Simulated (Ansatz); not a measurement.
Write the native input for Ansatz 0.2.0 that does the following.

- Task: relaxation of cell and atoms
- Functional: PBEsol
- Potentials or basis: Ansatz PAW
- Cutoff: 420 eV (not typed: the program's choice for these potentials)
- k mesh: 6 × 6 × 7
- Occupations: fermi-dirac, width 0.05 eV
- Spin: collinear spin, ferromagnetic start
- Starting moments: [0.0, 0.0, 0.0, 3.0, 3.0, 3.0] μB
- Target pressure: 5 GPa
- Target pressure (GPa): 5

Crystal: FeGe.

```xyz
6
Lattice="4.9976 0.0000 0.0000 -2.4988 4.3281 0.0000 0.0000 0.0000 4.1158" Properties=species:S:1:pos:R:3 pbc="T T T"
Ge    2.4988    1.4427    2.0579
Ge    0.0000    2.8854    2.0579
Ge    0.0000    0.0000    0.0000
Fe   -1.2494    2.1640    0.0000
Fe    1.2494    2.1640    0.0000
Fe    2.4988    0.0000    0.0000
```

The cell is a database's computed one.

One way to write it, as run:

input.yaml

```yaml
crystal:
  lattice:
    - [4.9976023358, 0.0, 0.0]
    - [-2.4988011679, 4.3280505808, 0.0]
    - [0.0, 0.0, 4.11576135]
  atoms:
    - { symbol: Ge, position: [0.6666666667, 0.3333333333, 0.5] }
    - { symbol: Ge, position: [0.3333333333, 0.6666666667, 0.5] }
    - { symbol: Ge, position: [0.0, 0.0, 0.0] }
    - { symbol: Fe, position: [0.0, 0.5, 0.0], spin: 3.0 }
    - { symbol: Fe, position: [0.5, 0.5, 0.0], spin: 3.0 }
    - { symbol: Fe, position: [0.5, 0.0, 0.0], spin: 3.0 }
hamiltonian:
  xc: pbesol
  pseudopotentials: { kind: paw }
magnetization:
  spin_polarized: true
kpoints:
  mp_grid: { grid: [6, 6, 7] }
scf:
  occupations: { method: fermi_dirac, width: 0.05 }
output:
  forces: true
  stress: true
  eigenvalues: true
relax:
  f_tol: 0.01
  max_steps: 40
  cell: { stress_tol: 0.05, p_target: 5.0 }
```

Potentials or basis: Ansatz PAW.

Launch:

```console
$ ansatz run input.yaml --threads 2 --pin off --max-ram 5632MiB --backend cpu --events-out ev --progress --plain --runs-dir out
```

Results of the run:

```
Relaxed volume                                         : 13.41 Å³/atom
Relaxed cell                                           : a = 4.858 Å, b = 4.858 Å, c = 3.936 Å, α = 90.00°, β = 90.00°, γ = 120.00°
Space group after relaxing (to 0.05 Å)                 : P6/mmm (No. 191)
Energy change on relaxing (the enthalpy is what falls) : -30.0 meV/atom
Ionic steps                                            : 5
Pressure after relaxing                                : 5.0 GPa
Band gap on the k mesh                                 : none (metal or under the smearing width)
Net moment                                             : 3.74 μB per cell
Absolute moment                                        : 4.24 μB per cell
Site moments                                           : Ge -0.03, -0.05; Fe +1.30 μB
```

Caveat: the plane-wave basis is chosen anew once the cell has moved, so the energies of steps on either side of that aren't comparable; the PAW data sets come from PBE, with cores solved anew for the run's functional, which leaves a small shift of forces and pressure.

It took 98 s on 2 threads of AMD EPYC (Zen 3) (shared host), peak memory 0.6 GiB.
